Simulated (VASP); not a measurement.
# W (Fm-3m) in VASP: notebook

One crystal, W, is run at these levels: PBE; tasks: single point.

All numbers are computed with VASP 6.6.1; they aren't measurements. Logs are shortened: lines on timing, memory, paths and dates and some standing lists are left out, and cuts for length are marked.

### 1 The crystal as given

It takes space group Fm-3m (No. 225, cubic). The conventional cell has a = 4.060 Å, b = 4.060 Å, c = 4.060 Å, α = 90.00°, β = 90.00°, γ = 90.00°. Around W (site symmetry m-3m) lie 12 W at 2.87 Å.

This isn't the form of W at room conditions, which is bcc.

### 2 Single point, PBE

Input file INCAR:

```
SYSTEM = W
  ADDGRID = .FALSE.
  ALGO = Normal
  EDIFF = 1E-7
  ENCUT = 400
  GGA = PE
  ISIF = 2
  ISMEAR = 0
  LASPH = .TRUE.
  LCHARG = .FALSE.
  LREAL = .FALSE.
  LWAVE = .FALSE.
  NBANDS = 13
  NELM = 100
  PREC = Accurate
  SIGMA = 0.2
```

Input file KPOINTS:

```
k-points
0
G
  10 10 10
  0 0 0
```

Input file POSCAR:

```
W
1.0
    0.0000000000      2.0300000000      2.0300000000
    2.0300000000      0.0000000000      2.0300000000
    2.0300000000      2.0300000000      0.0000000000
W
1
Direct
    0.0000000000      0.0000000000      0.0000000000
```

Potentials or basis: VASP PAW PBE potentials, release 64 (W_sv).

Command:

```sh
> cat potpaw_PBE.64/W_sv/POTCAR > POTCAR
> mpirun -np 1 vasp_std > vasp.out
```

OUTCAR:

```text
SYSTEM = W
   EDIFF = 1E-7
   ENCUT = 400
   GGA = PE
   ISIF = 2
   ISMEAR = 0
   LASPH = .TRUE.
   LREAL = .FALSE.
   NELM = 100
   PREC = Accurate

 Found     47 irreducible k-points:

 Following reciprocal coordinates:
            Coordinates               Weight
  0.000000  0.000000  0.000000      1.000000
  0.100000  0.000000  0.000000      8.000000
  0.200000  0.000000  0.000000      8.000000
  0.300000  0.000000  0.000000      8.000000
  0.400000  0.000000  0.000000      8.000000
  0.500000  0.000000  0.000000      4.000000
   k-points           NKPTS =     47   k-points in BZ     NKDIM =     47   number of bands    NBANDS=     13
   number of dos      NEDOS =    301   number of ions     NIONS =      1
   total plane-waves  NPLWV =   8000
   dimension x,y,z NGX =    20 NGY =   20 NGZ =   20
   dimension x,y,z NGXF=    40 NGYF=   40 NGZF=   40
   ions per type =               1
   NGX,Y,Z   is equivalent  to a cutoff of  11.58, 11.58, 11.58 a.u.
   NGXF,Y,Z  is equivalent  to a cutoff of  23.16, 23.16, 23.16 a.u.
 SYSTEM =  W
   PREC   = accura    normal or accurate (medium, high low for compatibility)
   ISTART =      0    job   : 0-new  1-cont  2-samecut
   ICHARG =      2    charge: 1-file 2-atom 10-const
   ISPIN  =      1    spin polarized calculation?
   LNONCOLLINEAR =      F non collinear calculations
   LSORBIT =      F    spin-orbit coupling
   LASPH  =      T    aspherical Exc in radial PAW
   ENCUT  =  400.0 eV  29.40 Ry    5.42 a.u.   4.68  4.68  4.68*2*pi/ulx,y,z
   NELM   =    100;   NELMIN=  2; NELMDL= -5     # of ELM steps
   EDIFF  = 0.1E-06   stopping-criterion for ELM
   LREAL  =      F    real-space projection
   EDIFFG = 0.1E-05   stopping-criterion for IOM
   NSW    =      0    number of steps for IOM
   IBRION =     -1    ionic relax: 0-MD 1-quasi-New 2-CG
   NFREE  =      0    steps in history (QN), initial steepest desc. (CG)
   ISIF   =      2    stress and relaxation
   ISYM   =      2    0-nonsym 1-usesym 2-fastsym
   POTIM  = 0.5000    time-step for ionic-motion
   TEBEG  =    0.0;   TEEND  =   0.0 temperature during run
   PSTRESS=    0.0 pullay stress
   NELECT =      14.0000    total number of electrons
   NUPDOWN=      -1.0000    fix difference up-down
   EMIN   =  10.00;   EMAX   =-10.00  energy-range for DOS
   EFERMI =   0.00;   METHOD = LEGACY
   ISMEAR =     0;   SIGMA  =   0.20  broadening in eV -4-tet -1-fermi 0-gaus
   EFERMI_NEDOS =   21; number of points for ismear=-14 and -15
   IALGO  =     38    algorithm
   IMIX   =      4    mixing-type and parameters
     AMIX     =   0.40;   BMIX     =  1.00
     AMIX_MAG =   1.60;   BMIX_MAG =  1.00
  volume/ion in A,a.u.               =      16.73       112.91
  Fermi-wavevector in a.u.,A,eV,Ry     =   1.542688  2.915258 32.380324  2.379887
  Thomas-Fermi vector in A             =   2.648457
   LORBIT       =      0    0 simple, 1 ext, 2 COOP (PROOUT), +10 PAW based schemes
   GGA     = PE    functional components
   LHFCALC =     F    Hartree Fock is set to
   AEXX    =    0.0000 exact exchange contribution
   IVDW    =     0    specifies the selected vdW correction
   LEPSILON=     F    determine dielectric tensor
   LRPA    =     F    only Hartree local field effects (RPA)
 non-spin polarized calculation
 Gauss-broadening in eV      SIGMA  =   0.20
  energy-cutoff  :      400.00
  volume of cell :       16.73
 maximum number of plane-waves:       318
   NGX =  9   NGY =  9   NGZ =  9

 number of electron      14.0000005 magnetization

 Free energy of the ion-electron system (eV)
  ---------------------------------------------------
  ext. energy  EPLUGINS =         0.00000000
  ---------------------------------------------------
  free energy    TOTEN  =       -12.47351823 eV

  energy without entropy =      -12.44836582  energy(sigma->0) =      -12.46094202

 E-fermi :  10.2060     XC(G=0): -13.3307

 val. band max:       10.1707016811   @ k =  -0.1000   0.1000   0.0000
 cond. band min:      10.2416283057   @ k =   0.5000   0.1000   0.0000
 fundamental gap:      0.0709266247
 Fermi energy:        10.2060494492

 k-point     1 :       0.0000    0.0000    0.0000
  band No.  band energies     occupation
      1     -63.5004      2.00000
      2     -27.1524      2.00000
      3     -27.1524      2.00000
      4     -27.1524      2.00000
      5       1.3353      2.00000
      6       9.6867      1.99976
      7       9.6867      1.99976
      8       9.6867      1.99976
      9      12.7244      0.00000
     10      12.7244      0.00000
     11      22.9899      0.00000
     12      28.1122      0.00000
     13      28.1122      0.00000

 k-point     2 :       0.1000    0.0000    0.0000
  band No.  band energies     occupation
      1     -63.4912      2.00000
      2     -27.2612      2.00000
      3     -27.1665      2.00000
      4     -27.1665      2.00000
      5       1.7576      2.00000
      6       9.3774      2.00000
      7       9.8746      1.98091
      8       9.8746      1.98091
      9      12.5651      0.00000
     10      12.5651      0.00000
     11      23.8099      0.00000
     12      26.5793      0.00000
     13      28.9030      0.00000

 k-point     3 :       0.2000    0.0000    0.0000
  band No.  band energies     occupation
      1     -63.4670      2.00000
      2     -27.5389      2.00000
      3     -27.2029      2.00000
      4     -27.2029      2.00000
      5       2.8669      2.00000
      6       8.8221      2.00000
      7      10.1494      1.31136
      8      10.1494      1.31136
      9      12.5214      0.00000
     10      12.5214      0.00000
     11      24.0623      0.00000
     12      26.1561      0.00000
     13      31.0523      0.00000

 k-point     4 :       0.3000    0.0000    0.0000
  band No.  band energies     occupation
      1     -63.4370      2.00000
      2     -27.8694      2.00000
      3     -27.2476      2.00000
      4     -27.2476      2.00000
      5       4.0864      2.00000
      6       8.8277      2.00000
      7       9.9661      1.91022
      8       9.9661      1.91022
      9      13.3209      0.00000
     10      13.3209      0.00000
     11      22.3847      0.00000
     12      26.3722      0.00000
     13      32.9693      0.00000

 k-point     5 :       0.4000    0.0000    0.0000
  band No.  band energies     occupation
      1     -63.4126      2.00000
      2     -28.1275      2.00000
      3     -27.2834      2.00000
      4     -27.2834      2.00000
      5       4.6464      2.00000
      6       9.6189      1.99997
      7       9.6189      1.99997
      8       9.9291      1.94977
      9      14.5248      0.00000
     10      14.5248      0.00000
     11      21.0277      0.00000
     12      23.7521      0.00000
     13      29.9098      0.00000

 k-point     6 :       0.5000    0.0000    0.0000
  band No.  band energies     occupation
      1     -63.4033      2.00000
      2     -28.2241      2.00000
      3     -27.2970      2.00000
      4     -27.2970      2.00000
      5       4.7261      2.00000
      6       9.4732      2.00000
      7       9.4732      2.00000
      8      10.8036      0.00002
      9      15.1279      0.00000
     10      15.1279      0.00000
     11      20.2229      0.00000
     12      22.6179      0.00000
     13      28.6799      0.00000

 [... further k-points ...]

------------------------ aborting loop because EDIFF is reached ----------------------------------------

  FORCE on cell =-STRESS in cart. coord.  units (eV):
  Direction    XX          YY          ZZ          XY          YZ          ZX
  --------------------------------------------------------------------------------------
  -------------------------------------------------------------------------------------
  Total       -0.3795089     -0.3795089     -0.3795089     -0.0000000      0.0000000      0.0000000
  in kB      -36.3424691    -36.3424691    -36.3424691     -0.0000000      0.0000000      0.0000000
  external PRESSURE =     -36.3424691 kB  Pullay stress =       0.0000000 kB

 VOLUME and BASIS-vectors are now :
 -----------------------------------------------------------------------------
  energy-cutoff  :      400.00
  volume of cell :       16.73
      direct lattice vectors                 reciprocal lattice vectors
     0.000000000  2.030000000  2.030000000    -0.246305419  0.246305419  0.246305419
     2.030000000  0.000000000  2.030000000     0.246305419 -0.246305419  0.246305419
     2.030000000  2.030000000  0.000000000     0.246305419  0.246305419 -0.246305419

 POSITION                                       TOTAL-FORCE (eV/Angst)
 -----------------------------------------------------------------------------------
      0.00000      0.00000      0.00000        -0.000000      0.000000      0.000000
 -----------------------------------------------------------------------------------
    total drift:                                0.000000      0.000000      0.000000

  FREE ENERGIE OF THE ION-ELECTRON SYSTEM (eV)
  ---------------------------------------------------
  free  energy   TOTEN  =       -12.4735182255 eV

  energy  without entropy=      -12.4483658206  energy(sigma->0) =      -12.46094202
```

Wall time 5.2 s (1 thread of Intel Xeon Platinum 8488C (Sapphire Rapids), shared host); peak memory 0.12 GiB.

These settings aren't checked as converged: the numbers below hold their error.

Results:

```
Free energy            : -12.4735 eV
Pressure               : -3.6 GPa
Band gap on the k mesh : none (metal or under the smearing width)
```

### 3 Single point, PBE

Edit INCAR of step 2 so:

```diff
@@ -15,2 +15,2 @@
   PREC = Accurate
-  SIGMA = 0.2
+  SIGMA = 0.1
```

KPOINTS is that of step 2.

POSCAR is that of step 2.

Potentials or basis: VASP PAW PBE potentials, release 64 (W_sv).

Command:

```sh
> cat potpaw_PBE.64/W_sv/POTCAR > POTCAR
> mpirun -np 1 vasp_std > vasp.out
```

OUTCAR:

```text
SYSTEM = W
   EDIFF = 1E-7
   ENCUT = 400
   GGA = PE
   ISIF = 2
   ISMEAR = 0
   LASPH = .TRUE.
   LREAL = .FALSE.
   NELM = 100
   PREC = Accurate

 Found     47 irreducible k-points:

 Following reciprocal coordinates:
            Coordinates               Weight
  0.000000  0.000000  0.000000      1.000000
  0.100000  0.000000  0.000000      8.000000
  0.200000  0.000000  0.000000      8.000000
  0.300000  0.000000  0.000000      8.000000
  0.400000  0.000000  0.000000      8.000000
  0.500000  0.000000  0.000000      4.000000
   k-points           NKPTS =     47   k-points in BZ     NKDIM =     47   number of bands    NBANDS=     13
   number of dos      NEDOS =    301   number of ions     NIONS =      1
   total plane-waves  NPLWV =   8000
   dimension x,y,z NGX =    20 NGY =   20 NGZ =   20
   dimension x,y,z NGXF=    40 NGYF=   40 NGZF=   40
   ions per type =               1
   NGX,Y,Z   is equivalent  to a cutoff of  11.58, 11.58, 11.58 a.u.
   NGXF,Y,Z  is equivalent  to a cutoff of  23.16, 23.16, 23.16 a.u.
 SYSTEM =  W
   PREC   = accura    normal or accurate (medium, high low for compatibility)
   ISTART =      0    job   : 0-new  1-cont  2-samecut
   ICHARG =      2    charge: 1-file 2-atom 10-const
   ISPIN  =      1    spin polarized calculation?
   LNONCOLLINEAR =      F non collinear calculations
   LSORBIT =      F    spin-orbit coupling
[... 68 lines left out ...]
      8       9.6876      2.00000
      9      12.7257      0.00000
     10      12.7257      0.00000
     11      22.9889      0.00000
     12      28.1122      0.00000
     13      28.1122      0.00000
[... 66 lines left out ...]
  band No.  band energies     occupation
      1     -63.4009      2.00000
      2     -28.2220      2.00000
      3     -27.2948      2.00000
      4     -27.2948      2.00000
      5       4.7262      2.00000
      6       9.4741      2.00000
      7       9.4741      2.00000
      8      10.8038      0.00000
      9      15.1293      0.00000
     10      15.1293      0.00000
     11      20.2238      0.00000
     12      22.6176      0.00000
     13      28.6799      0.00000

 [... further k-points ...]

------------------------ aborting loop because EDIFF is reached ----------------------------------------

  FORCE on cell =-STRESS in cart. coord.  units (eV):
  Direction    XX          YY          ZZ          XY          YZ          ZX
  --------------------------------------------------------------------------------------
  -------------------------------------------------------------------------------------
  Total       -0.4053436     -0.4053436     -0.4053436     -0.0000000      0.0000000      0.0000000
  in kB      -38.8164450    -38.8164450    -38.8164450     -0.0000000      0.0000000      0.0000000
  external PRESSURE =     -38.8164450 kB  Pullay stress =       0.0000000 kB

 VOLUME and BASIS-vectors are now :
 -----------------------------------------------------------------------------
  energy-cutoff  :      400.00
  volume of cell :       16.73
      direct lattice vectors                 reciprocal lattice vectors
     0.000000000  2.030000000  2.030000000    -0.246305419  0.246305419  0.246305419
     2.030000000  0.000000000  2.030000000     0.246305419 -0.246305419  0.246305419
     2.030000000  2.030000000  0.000000000     0.246305419  0.246305419 -0.246305419

 POSITION                                       TOTAL-FORCE (eV/Angst)
 -----------------------------------------------------------------------------------
      0.00000      0.00000      0.00000         0.000000     -0.000000      0.000000
 -----------------------------------------------------------------------------------
    total drift:                                0.000000     -0.000000     -0.000000

  FREE ENERGIE OF THE ION-ELECTRON SYSTEM (eV)
  ---------------------------------------------------
  free  energy   TOTEN  =       -12.4645306993 eV

  energy  without entropy=      -12.4589940432  energy(sigma->0) =      -12.46176237
```

OSZICAR:

```text
N       E                     dE             d eps       ncg     rms          rms(c)
DAV:   1     0.730572799421E+02    0.73057E+02   -0.64820E+03  1222   0.104E+03
DAV:   2    -0.117361655248E+02   -0.84793E+02   -0.81738E+02  1387   0.277E+02
DAV:   3    -0.131099859075E+02   -0.13738E+01   -0.13533E+01  1282   0.351E+01
DAV:   4    -0.131158532362E+02   -0.58673E-02   -0.58671E-02  1412   0.252E+00
DAV:   5    -0.131159052039E+02   -0.51968E-04   -0.51968E-04  1317   0.223E-01    0.183E+01
DAV:   6    -0.125950617884E+02    0.52084E+00   -0.45279E-01  1307   0.887E+00    0.694E+00
DAV:   7    -0.124687037475E+02    0.12636E+00   -0.21302E-01  1347   0.574E+00    0.619E-01
DAV:   8    -0.124646823832E+02    0.40214E-02   -0.42684E-03  1232   0.849E-01    0.106E-01
DAV:   9    -0.124645304475E+02    0.15194E-03   -0.16209E-04  1382   0.144E-01    0.322E-02
DAV:  10    -0.124645302694E+02    0.17810E-06   -0.13707E-05  1332   0.469E-02    0.149E-03
DAV:  11    -0.124645308018E+02   -0.53235E-06   -0.28934E-07  1255   0.675E-03    0.552E-04
DAV:  12    -0.124645306771E+02    0.12467E-06   -0.59877E-09   686   0.922E-04    0.136E-04
DAV:  13    -0.124645306993E+02   -0.22204E-07   -0.40749E-10   631   0.259E-04
   1 F= -.12464531E+02 E0= -.12461762E+02  d E =-.553666E-02
```

It took 5.4 s on 1 thread of Intel Xeon Platinum 8488C (Sapphire Rapids), shared host; peak memory 0.12 GiB.

The run converged, but some of its settings lie outside the range that counts as converged, so its numbers aren't taken as properties of the crystal.

Results:

```
Free energy            : -12.4645 eV
Pressure               : -3.9 GPa
Band gap on the k mesh : none (metal or under the smearing width)
```

### 4 Single point, PBE

Edit INCAR of step 3 so:

```diff
@@ -15,2 +15,2 @@
   PREC = Accurate
-  SIGMA = 0.1
+  SIGMA = 0.05
```

KPOINTS is that of step 3.

POSCAR is that of step 3.

Command:

```sh
> cat potpaw_PBE.64/W_sv/POTCAR > POTCAR
> mpirun -np 1 vasp_std > vasp.out
```

Wall time 5.4 s (1 thread of Intel Xeon Platinum 8488C (Sapphire Rapids), shared host); peak memory 0.13 GiB.

These settings aren't checked as converged: the numbers below hold their error.

What came out:

| Quantity | Value |
| --- | --- |
| Free energy | -12.4626 eV |
| Pressure | -4.1 GPa |
| Band gap on the k mesh | none (metal or under the smearing width) |

(Part 1 of 2 ends here.)
